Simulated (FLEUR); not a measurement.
TePb:

```
CELL_PARAMETERS angstrom
0.00000 3.23100 3.23100
3.23100 0.00000 3.23100
3.23100 3.23100 0.00000
ATOMIC_POSITIONS crystal
Pb 0.00000 0.00000 0.00000
Te 0.50000 0.50000 0.50000
```

Program: FLEUR MaX-R8.1 (patched build s14). Alike in all runs: task single point; potentials or basis all-electron, FLAPW; no spin polarisation; cell as given; k mesh 4 × 4 × 4; smearing fermi-dirac 0.05 eV; the mesh is coarse, so values aren't converged.

**Question.** Order these runs on this cell by their band gap on the k mesh, lowest first.
A. level PBE; gmax 12.7 1/bohr; max iterations 60; density convergence 1e-05 me/bohr^3; kmax 4.1 1/bohr
B. level HSE06; gmax 12.7 1/bohr; max iterations 30; density convergence 0.0001 me/bohr^3; kmax 4.1 1/bohr
C. level PBE0; gmax 11.8 1/bohr; max iterations 30; density convergence 0.0001 me/bohr^3; kmax 3.8 1/bohr

**Answer.** A (0.73 eV), B (1.12 eV), C (1.77 eV).

Caveats: all runs use coarse meshes; spin-orbit coupling is left out, which as a rule narrows the gap of such compounds by several tenths of an eV; core states are solved in the semilocal potential (some runs).

A k mesh can miss the band edges.
